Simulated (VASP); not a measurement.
Crystal: P.

```xyz
4
Lattice="1.6582 -5.2420 0.0000 1.6582 5.2420 0.0000 0.0000 0.0000 4.3793" Properties=species:S:1:pos:R:3 pbc="T T T"
P     1.6582   -4.1766    0.3533
P     1.6582   -1.0654    2.5430
P     1.6582    4.1766    4.0260
P     1.6582    1.0654    1.8363
```

```yaml
Program: VASP 6.6.1
Task: relaxation of cell and atoms
Functional: PBE
Potentials_or_basis: VASP PAW PBE potentials, release 64 (P)
Cutoff: 520 eV
k_mesh: 11 × 11 × 8
Occupations: gaussian, width 0.1 eV
Spin: no spin polarisation
```

At the start: pressure 1.7 GPa; volume 19.03 Å³/atom.

Problem. Where does the relaxation end?

Solution. Over 19 steps the energy falls by 9.7 meV/atom and the volume is 21.06 Å³/atom (+10.7 %); space group Cmce (No. 64, to 0.05 Å).

Step by step:
```csv
step,energy change (eV),largest force (eV/Å),pressure (GPa),volume (Å³)
1,0.0000,0.0646,1.74,76.13
2,-0.0074,0.2423,-0.69,78.43
3,-0.0093,0.1493,0.05,77.70
4,-0.0139,0.1352,0.07,78.15
5,-0.0238,0.1372,0.21,79.52
6,-0.0287,0.2965,0.64,82.27
7,-0.0302,0.2763,0.57,82.55
8,-0.0340,0.2156,0.38,83.38
9,-0.0376,0.0919,0.04,85.07
10,-0.0377,0.0701,-0.01,85.36
11,-0.0379,0.0606,-0.01,85.27
12,-0.0384,0.0326,0.00,84.98
13,-0.0386,0.0250,0.01,84.42
14,-0.0386,0.0112,0.01,84.56
15,-0.0388,0.0006,0.01,84.46
16,-0.0389,0.0188,0.02,84.31
17,-0.0389,0.0125,0.01,84.29
18,-0.0389,0.0088,0.00,84.26
19,-0.0390,0.0064,0.03,84.25
```

Final structure:
```yaml
crystal:
  lattice:
    - [1.65377, -5.59629, 0.00000]
    - [1.65377, 5.59629, 0.00000]
    - [0.00000, 0.00000, 4.55137]
  atoms:
    - { symbol: P, position: [0.90533, 0.09467, 0.08646] }
    - { symbol: P, position: [0.59467, 0.40533, 0.58646] }
    - { symbol: P, position: [0.09467, 0.90533, 0.91354] }
    - { symbol: P, position: [0.40533, 0.59467, 0.41354] }
```

Caveat: the volume moved by +11 % from the deposited cell, more than functionals usually miss.
